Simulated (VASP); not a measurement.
## A VASP 6.6.1 single-point calculation on MgS

INCAR

```
ENCUT = 520
LWAVE = .FALSE.
ISMEAR = 0
PREC = Accurate
ALGO = Fast
LREAL = .FALSE.
IBRION = -1
EDIFF = 1E-7
ISIF = 2
NELM = 120
METAGGA = R2SCAN
SIGMA = 0.01
LCHARG = .FALSE.
NSW = 0
NBANDS = 11
LASPH = .TRUE.
```

KPOINTS

```
KPOINTS created by Atomic Simulation Environment
0
Gamma
8 8 8
0 0 0
```

POSCAR

```
Mg S
 1.0000000000000000
     0.0000000000000000    2.6015179371121850    2.6015179371121850
     2.6015179371121850   -0.0000000000000000    2.6015179371121850
     2.6015179371121850    2.6015179371121850   -0.0000000000000000
 Mg  S
   1   1
Cartesian
 -0.0000000000000000 -0.0000000000000000  0.0000000000000000
  2.6015179371121850  2.6015179371121850  2.6015179371121850
```

The recommended PBE PAW datasets give the neutral cell 8 valence electrons.

Command

```
mpirun -np 1 vasp_std
```

Q: How does this run end, and what does it give?

A: It converged. Results: gap between bands v and c on the k mesh 3.43 eV; least direct gap on the k mesh 4.62 eV; pressure -0.4 GPa. Band v is the last that the valence electrons fill when counted band by band, and c is the next.

OSZICAR

```
N       E                     dE             d eps       ncg     rms          rms(c)
DAV:   1     0.132622870582E+02    0.13262E+02   -0.36605E+03   686   0.608E+02
DAV:   2    -0.157909545188E+02   -0.29053E+02   -0.27699E+02   805   0.105E+02
DAV:   3    -0.170974265894E+02   -0.13065E+01   -0.13047E+01   774   0.232E+01
DAV:   4    -0.171052290673E+02   -0.78025E-02   -0.78021E-02   784   0.214E+00
DAV:   5    -0.171053002130E+02   -0.71146E-04   -0.71145E-04   775   0.191E-01    0.464E+00
RMM:   6    -0.155175586472E+02    0.15877E+01   -0.70715E-01   638   0.509E+00    0.432E+00
RMM:   7    -0.155084459581E+02    0.91127E-02   -0.26892E-01   663   0.285E+00    0.274E+00
RMM:   8    -0.155110518621E+02   -0.26059E-02   -0.13570E-02   693   0.986E-01    0.203E-01
RMM:   9    -0.155104624366E+02    0.58943E-03   -0.31584E-03   734   0.413E-01    0.190E-01
RMM:  10    -0.155105706331E+02   -0.10820E-03   -0.70303E-04   758   0.191E-01    0.344E-01
RMM:  11    -0.155105334670E+02    0.37166E-04   -0.11080E-04   714   0.895E-02    0.480E-02
RMM:  12    -0.155105333657E+02    0.10128E-06   -0.13334E-05   768   0.319E-02    0.398E-02
RMM:  13    -0.155105246489E+02    0.87168E-05   -0.12088E-05   728   0.218E-02    0.792E-02
RMM:  14    -0.155105259670E+02   -0.13181E-05   -0.12969E-06   761   0.891E-03    0.644E-02
RMM:  15    -0.155105260293E+02   -0.62257E-07   -0.13218E-07   608   0.281E-03
   1 F= -.15510526E+02 E0= -.15510526E+02  d E =-.203854E-15
```

Standard output (part)

```
POSCAR found type information on POSCAR MgS
 POSCAR found :  2 types and       2 ions
 LDA part: xc-table for (None), standard interpolation
 POSCAR, INCAR and KPOINTS ok, starting setup
 WAVECAR not read
 entering main loop
```

For comparison, a separate r²SCAN run of the intended cell, on usual settings and not on those above, gives a gap of 3.43 eV on its mesh and a pressure of -0.5 GPa.
